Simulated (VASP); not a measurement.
Write the native input for VASP 6.6.1 that does the following.

```yaml
Task: relaxation of cell and atoms
Functional: PBE
Potentials_or_basis: VASP PAW PBE potentials, release 64 (Cu, I)
Cutoff: 600 eV
k_mesh: 8 × 8 × 8
Occupations: gaussian, width 0.03 eV
Spin: no spin polarisation
Further_INCAR_settings: ALGO = Normal; EDIFF = 1e-07; IBRION = 2; EDIFFG = -0.005; NSW = 90; ISIF = 3
```

The structure of CuI (Marshite) lies in POSCAR:

```
CuI                                     
1.0
    0.0000000000      3.0398286185      3.0398286185
    3.0398286185      0.0000000000      3.0398286185
    3.0398286185      3.0398286185      0.0000000000
  Cu              I             
     1     1
Direct
     0.2500000000000000    0.2500000000000000    0.2500000000000000
     0.0000000000000000    0.0000000000000000    0.0000000000000000
```

One way to write it, as run:

INCAR

```
SYSTEM = CuI
PREC = Accurate ; ENCUT = 600
EDIFF = 1E-7 ; ISMEAR = 0
SIGMA = 0.03 ; LREAL = .False.
LASPH = .True. ; NELM = 80
ALGO = Normal ; ISIF = 3
LWAVE = .False. ; LCHARG = .False.
GGA = PE ; IBRION = 2
NSW = 90 ; EDIFFG = -0.005
```

KPOINTS

```
Automatic mesh
0
Gamma
  8 8 8
  0 0 0
```

Potentials or basis: VASP PAW PBE potentials, release 64 (Cu, I).

Command:

```console
$ cat potpaw_PBE.64/Cu/POTCAR potpaw_PBE.64/I/POTCAR > POTCAR
$ mpirun -np 1 vasp_std > vasp.out
```

It gave:

```
Pressure after relaxing : 0.0 GPa
Band gap on the k mesh  : 1.12 eV, direct
```

Caveat: the relaxation stopped at its first step, so nothing moved; spin-orbit coupling is left out, which moves the levels of the heavy elements.

It took 13 s on 1 thread of Intel(R) Xeon(R) 6975P-C (Granite Rapids) (shared host), peak memory 0.21 GiB.
